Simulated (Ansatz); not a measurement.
# ZnS: the cost of one run

Program: Ansatz 0.2.0. Level of theory: DFT PBEsol, all-electron LAPW, scalar-relativistic unless said. These are calculated values, not measurements.

**1. The system as given**

The structure is hexagonal, space group P6_3mc (No. 186). Conventional cell: a = 3.782 Å, b = 3.782 Å, c = 6.209 Å, α = 90.00°, β = 90.00°, γ = 120.00°. Zn (site symmetry 3m) is surrounded by 4 S at 2.32 Å. S (site symmetry 3m) has 4 Zn at 2.32 Å as nearest neighbours.

Structure file:

```cif
data_structure
_symmetry_space_group_name_H-M 'P 1'
_symmetry_Int_Tables_number 1
_cell_length_a 3.7816
_cell_length_b 3.7816
_cell_length_c 6.2090
_cell_angle_alpha 90.000
_cell_angle_beta 90.000
_cell_angle_gamma 120.000
_cell_volume 76.89
loop_
_atom_site_label
_atom_site_type_symbol
_atom_site_fract_x
_atom_site_fract_y
_atom_site_fract_z
_atom_site_occupancy
Zn1 Zn 0.33333 0.66667 0.00544 1
Zn2 Zn 0.66667 0.33333 0.50544 1
S1 S 0.33333 0.66667 0.37956 1
S2 S 0.66667 0.33333 0.87956 1
```

Cartesian axes are those of the input's lattice vectors. The structure goes back to a database entry.

**2. Reference run, LAPW**

input.yaml

```yaml
crystal:
  lattice:
    - [3.78157812312, 0.0, 0.0]
    - [-1.89078906156, 3.27494272101, 0.0]
    - [0.0, 0.0, 6.20896121942]
  atoms:
    - { symbol: Zn, position: [0.333333333333, 0.666666666667, 0.005442363963] }
    - { symbol: Zn, position: [0.666666666667, 0.333333333333, 0.505442363963] }
    - { symbol: S, position: [0.333333333333, 0.666666666667, 0.379557636037] }
    - { symbol: S, position: [0.666666666667, 0.333333333333, 0.879557636037] }
kpoints:
  mp_grid: { grid: [6, 6, 4] }
scf:
  occupations: { method: fixed }
hamiltonian:
  xc: pbesol
  pseudopotentials: { kind: all_electron, lapw: { basis_error: 0.001 } }
phonons:
  supercell: [1, 1, 1]
```

Run with:

```
> ansatz run input.yaml --threads 1 --pin off --max-ram 3072MiB --backend cpu --events-out ev --progress --plain --runs-dir out
```

What time and memory should one allow on 1 thread of Arm Neoverse V1, shared host?

About 5.5 min, with a peak of 0.51 GiB.
